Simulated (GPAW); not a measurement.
# InP (F-43m) in GPAW: equation of state with LDA

Aim: the equation of state of InP with LDA.

All numbers are computed with GPAW 26.7.0; they aren't measurements. Logs are shortened: lines on timing, memory, paths and dates and some standing lists are left out, and cuts for length are marked. The log counts tension as positive stress, the text compression.

**Experimental background.**

A printed reference work, data compilation reports, for a bulk crystal of InP: bulk modulus 71 GPa.

The runs below are set against these values where they give the same quantity.

## (1) Starting point

It takes space group F-43m (No. 216, cubic). Conventional cell: a = 5.861 Å, b = 5.861 Å, c = 5.861 Å, α = 90.00°, β = 90.00°, γ = 90.00°. Around In (site symmetry -43m) lie 4 P at 2.54 Å. Around P (site symmetry -43m) lie 4 In at 2.54 Å.

## (2) Equation of state, LDA

File run.py:

```python
from ase.eos import EquationOfState
from ase.io import Trajectory, read
from ase.units import GPa
from gpaw import GPAW, PW, setup_paths

setup_paths.insert(0, '.')

atoms = read('InP.cif')

traj = Trajectory('eos.traj', 'w')
volumes, energies = [], []
for x in [0.94, 0.96, 0.98, 1.0, 1.02, 1.04, 1.06]:
    a = atoms.copy()
    a.set_cell(atoms.cell * x**(1 / 3), scale_atoms=True)
    calc = GPAW(mode=PW(600),
                xc='LDA',
                kpts={'size': (6, 6, 6), 'gamma': True},
                occupations={'name': 'fermi-dirac', 'width': 0.05},
                nbands=18,
                convergence={'density': 1e-05, 'energy': 1e-05},
                maxiter=150,
                txt=f'eos-{x:.2f}.txt')
    a.calc = calc
    energies.append(a.get_potential_energy(force_consistent=True))
    volumes.append(a.get_volume())
    p = -a.get_stress()[:3].mean() / GPa
    calc.write(f'eos-{x:.2f}.gpw')
    traj.write(a)
    print(f'{x:.2f} {volumes[-1]:10.4f} A^3 {energies[-1]:14.6f} eV {p:9.3f} GPa', flush=True)

v0, e0, B = EquationOfState(volumes, energies, eos='birchmurnaghan').fit()
print(f'V0 = {v0:.4f} A^3, E0 = {e0:.6f} eV, B0 = {B / GPa:.2f} GPa')
```

File InP.cif:

```cif
data_InP
_cell_length_a 4.14435284
_cell_length_b 4.14435284
_cell_length_c 4.14435284
_cell_angle_alpha 60.00000000
_cell_angle_beta 60.00000000
_cell_angle_gamma 60.00000000
_space_group_name_H-M_alt 'P1'
_space_group_name_Hall 'P 1'
_space_group_IT_number 1
loop_
_space_group_symop_operation_xyz
'x,y,z'
loop_
_atom_site_label
_atom_site_type_symbol
_atom_site_symmetry_multiplicity
_atom_site_Wyckoff_symbol
_atom_site_fract_x
_atom_site_fract_y
_atom_site_fract_z
_atom_site_occupancy
In1 In 1 a 0.0000000000 0.0000000000 0.0000000000 1
P1 P 1 a 0.7500000000 0.7500000000 0.7500000000 1
```

Potentials or basis: PAW data sets generated in the run's folder for this functional, pw.

Started as:

```sh
gpaw-setup -f LDA In P
OMP_NUM_THREADS=1 python run.py
```

What it wrote:

```text
__  _  _
 | _ |_)|_||  |
 |__||  | ||/\| - 26.7.0

Input parameters:
  mode=PW(ecut=600.0),
  convergence={'density': 1e-05, 'energy': 1e-05},
  kpts=MonkhorstPack(size=(6, 6, 6), gamma=True),
  maxiter=150,
  nbands=18,
  occupations=Occupations(name='fermi-dirac', width=0.05),
  xc=XC(name='LDA')

Diagonalizing LCAO Hamiltonian
Converting LCAO to pw mode

                         P

       In

Atoms  # Å, Bohr magnetons
|   | symbol |        x |        y |        z |    initial magnetic moments |
|---|--------|----------|----------|----------|-----------------------------|
| 0 |     In | 0.000000 | 0.000000 | 0.000000 | ( 0.0000,  0.0000,  0.0000) |
| 1 |      P | 6.132512 | 3.540607 | 2.503587 | ( 0.0000,  0.0000,  0.0000) |

Unit cell  # Å
| periodic |        x |        y |        z |  lengths |    angles |
|----------|----------|----------|----------|----------|-----------|
|      yes | 4.088341 | 0.000000 | 0.000000 | 4.088341 | 60.000000 |
|      yes | 2.044171 | 3.540607 | 0.000000 | 4.088341 | 60.000000 |
|      yes | 2.044171 | 1.180202 | 3.338117 | 4.088341 | 60.000000 |

Number of symmetries: 24
Symmetry operations  # r_c * U_cc + t_c -> r_c
|    | kind |            matrix            |
|----|------|------------------------------|
|  0 |  E   |  1, 0, 0,  0, 1, 0,  0, 0, 1 |
|  1 |  σ   |  1, 0, 0,  0, 0, 1,  0, 1, 0 |
|  2 |  σ   |  1, 0,-1,  0, 1,-1,  0, 0,-1 |
|  3 |  C3  |  1, 0,-1,  0, 0,-1,  0, 1,-1 |
|  4 |  C3  |  1,-1, 0,  0,-1, 1,  0,-1, 0 |
|  5 |  σ   |  1,-1, 0,  0,-1, 0,  0,-1, 1 |
|  6 |  σ   |  0, 1, 0,  1, 0, 0,  0, 0, 1 |
|  7 |  C3  |  0, 1, 0,  0, 0, 1,  1, 0, 0 |
|  8 |  C2  |  0, 1,-1,  1, 0,-1,  0, 0,-1 |
|  9 |  S4  |  0, 1,-1,  0, 0,-1,  1, 0,-1 |
| 10 |  C3  |  0, 0, 1,  1, 0, 0,  0, 1, 0 |
| 11 |  σ   |  0, 0, 1,  0, 1, 0,  1, 0, 0 |
| 12 |  S4  |  0, 0,-1,  1, 0,-1,  0, 1,-1 |
| 13 |  C3  |  0, 0,-1,  0, 1,-1,  1, 0,-1 |
| 14 |  S4  |  0,-1, 1,  1,-1, 0,  0,-1, 0 |
| 15 |  C2  |  0,-1, 1,  0,-1, 0,  1,-1, 0 |
| 16 |  C3  |  0,-1, 0,  1,-1, 0,  0,-1, 1 |
| 17 |  S4  |  0,-1, 0,  0,-1, 1,  1,-1, 0 |
| 18 |  S4  | -1, 1, 0, -1, 0, 1, -1, 0, 0 |
| 19 |  C3  | -1, 1, 0, -1, 0, 0, -1, 0, 1 |
| 20 |  C3  | -1, 0, 1, -1, 1, 0, -1, 0, 0 |
| 21 |  S4  | -1, 0, 1, -1, 0, 0, -1, 1, 0 |
| 22 |  σ   | -1, 0, 0, -1, 1, 0, -1, 0, 1 |
| 23 |  C2  | -1, 0, 0, -1, 0, 1, -1, 1, 0 |

BZ-sampling:
  Number of BZ points: 216
  Number of IBZ points: 16

  Monkhorst-Pack size: [6, 6, 6]
  Monkhorst-Pack shift: [0.08333333333333333, 0.08333333333333333, 0.08333333333333333]

K-points  # in reciprocal-cell coordinates
|     |                                coordinates |     weight |
|-----|--------------------------------------------|------------|
|   0 | (  0.00000000,   0.00000000,   0.00000000) | 0.00462963 |
|   1 | (  0.16666667,   0.16666667,   0.00000000) | 0.02777778 |
|   2 | (  0.16666667,   0.16666667,   0.16666667) | 0.03703704 |
|   3 | (  0.33333333,   0.16666667,   0.16666667) | 0.05555556 |
|   4 | (  0.33333333,   0.33333333,  -0.33333333) | 0.05555556 |
|   5 | (  0.33333333,   0.33333333,   0.00000000) | 0.02777778 |
|   6 | (  0.33333333,   0.33333333,   0.16666667) | 0.11111111 |
|   7 | (  0.33333333,   0.33333333,   0.33333333) | 0.03703704 |
|   8 | (  0.50000000,   0.33333333,  -0.33333333) | 0.11111111 |
|   9 | (  0.50000000,   0.33333333,  -0.16666667) | 0.05555556 |
| ... |                                            |            |
|  15 | (  0.50000000,   0.50000000,   0.50000000) | 0.01851852 |

Plane wave coefficients: 1639
Cutoff: 600.0 eV

Spin-components: 1 (collinear spins)
Bands:           18
Projectors:      11
Spin-degeneracy: 2
Datatype:        complex128

Parallelization:
  kpt:    1
  domain: 1
  band:   1

Density:
  Valence electrons: 18.0
  Components: 1
  Grid points: [24 24 24]
  Charge: 0.0  # |e|

Potential:
  Grid points: [24 24 24]

species:
  In:
    name:    Indium
    Z:       49.0
    valence: 13
    core:    36
    charge:  0.0  # [|e|]
    compensation charges:
      type: gauss
      rc: 0.36  # [Å]
      lmax: 2
    cutoffs:
      filter: 2.09  # [Å]
      core: 2.48  # [Å]
    projectors
    | kind |    occ | energy [eV] | rcut [Å] |
    |------|--------|-------------|----------|
    |   5s |  2.000 |      -8.474 |    1.185 |
    |   5p |  1.000 |      -2.700 |    1.244 |
    |   4d | 10.000 |     -18.723 |    1.148 |
    |    s |        |      18.738 |    1.185 |
    |    p |        |      24.512 |    1.244 |
    |    d |        |       8.489 |    1.148 |

    Using partial waves for In as LCAO basis

  P:
    name:    Phosphorus
    Z:       15.0
    valence: 5
    core:    10
    charge:  0.0  # [|e|]
    compensation charges:
      type: gauss
      rc: 0.30  # [Å]
      lmax: 2
    cutoffs:
      filter: 1.69  # [Å]
      core: 1.81  # [Å]
    projectors
    | kind |    occ | energy [eV] | rcut [Å] |
    |------|--------|-------------|----------|
    |   3s |  2.000 |     -14.015 |    0.953 |
    |   3p |  3.000 |      -5.596 |    0.953 |
    |    s |        |      13.197 |    0.953 |
    |    p |        |      21.615 |    0.953 |
    |    d |        |       0.000 |    0.953 |

    Using partial waves for P as LCAO basis

Reference energy: -169106.896232  # eV

eigensolver:
  PPCG
  Converge bands: occupied
  niter=2

density mixing:
  MSR1-Mixer
  Pratt-step length: 0.05
  Maximum mixing coefficient: 0.75
  Old densities: 10
  SVD Regularization: 0.005
  Good broyden scale: 1.0
  Trust region scale: 1.0
  Backstep threshold: 4.0
  History deletion threshold: 6.0
  Fourier metric: weight=20.0, sigma=0.015

occupation numbers:
  Fermi-Dirac:
    width: 0.0500  # eV

poisson solver:
  ecut: 4800.0  # eV

xc functional:
  name: None

convergence criteria:
- Maximum integral of absolute [dens]ity change: 1e-05 electrons / valence electron
- Maximum [total energy] change in last 3 cyles: 1e-05 eV / valence electron
- Maximum integral of absolute [eigenst]ate change: 4e-08 eV^2 / valence electron
maximum number of iterations: 150

SCF iterations
|iter     | |      energy | eigst |  dens |
|---------|-|-------------|-------|-------|
|iter:   1| |  -10.287621 | -0.19 |       |
|iter:   2| |  -10.211029 | -2.18 | -1.13 |
|iter:   3| |   -9.903024 | -1.82 | -1.17 |
|iter:   4| |   -9.897304 | -3.33 | -1.77 |
|iter:   5| |   -9.896684 | -4.08 | -2.30 |
|iter:   6| |   -9.896695 | -5.63 | -3.06 |
|iter:   7| |   -9.896697c| -6.73 | -3.59 |
|iter:   8| |   -9.896697c| -8.09c| -4.67 |
|iter:   9| |   -9.896697c| -8.66c| -5.26c|

Converged in 9 steps
Energy contributions relative to reference atoms: (reference = -169106.896232)

Energy contributions:
  Kinetic:          22.480572
  Coulomb:         -20.288167
  Zero:              0.102497
  External:          0.000000
  Xc:              -12.191593
  Entropy:          -0.000012
  Spinorbit:         0.000000
  ----------------------------
  Free energy:      -9.896703
  Extrapolated:     -9.896697

dipole moment: (-23.656723, -13.658215, -9.657817)  # |e|*Ang

Fermi level: 5.502
Eigenvalues  # (at kpt = [0.000, 0.000, 0.000])
| band index |      eig [eV] | occ [0-2] |
|------------|---------------|-----------|
|          0 |        -9.063 |     2.000 |
|          1 |        -9.063 |     2.000 |
|          2 |        -9.063 |     2.000 |
|          3 |        -8.884 |     2.000 |
|          4 |        -8.884 |     2.000 |
|          5 |        -6.729 |     2.000 |
[... 10 lines left out ...]
|         16 |        16.243 |     0.000 |
|         17 |        16.243 |     0.000 |

Gap: 0.696 eV
Transition (v -> c):
  (s=0, k=0, n=8, [0.00, 0.00, 0.00]) -> (s=0, k=0, n=9, [0.00, 0.00, 0.00])
No difference between direct/indirect transitions

Stress tensor  # eV/Ang^3
|         x |         y |         z |
|-----------|-----------|-----------|
| -0.009018 | -0.000000 |  0.000000 |
|  0.000000 | -0.009018 |  0.000000 |
|  0.000000 |  0.000000 | -0.009018 |

# Writing to eos-0.96.gpw (mode='')
```

Run time: 46 s. Hardware: 1 thread of Intel Xeon Platinum 8488C (Sapphire Rapids), shared host; peak memory 0.24 GiB.

What came out:

| Property | Result |
| --- | --- |
| Equilibrium volume | 24.64 Å³/atom |
| Bulk modulus | 72 GPa |
| Pressure derivative of the bulk modulus | 4.8 |

Energy against volume, from the lowest point:
| volume (Å³/atom) | energy (meV/atom) |
| --- | --- |
| 23.657 | 9.55 |
| 24.160 | 2.20 |
| 24.663 | 0.00 |
| 25.167 | 2.41 |
| 25.670 | 8.93 |
| 26.173 | 19.07 |
| 26.677 | 32.41 |

LDA usually gives volumes a few per cent too small.

## (3) Against experiment

Step 2. Against the measured bulk modulus of InP, 71 GPa (a printed reference work, data compilation), the calculated 72 GPa is off by +1.4 %. The fit is for a static lattice scaled at fixed shape and fixed fractional positions.
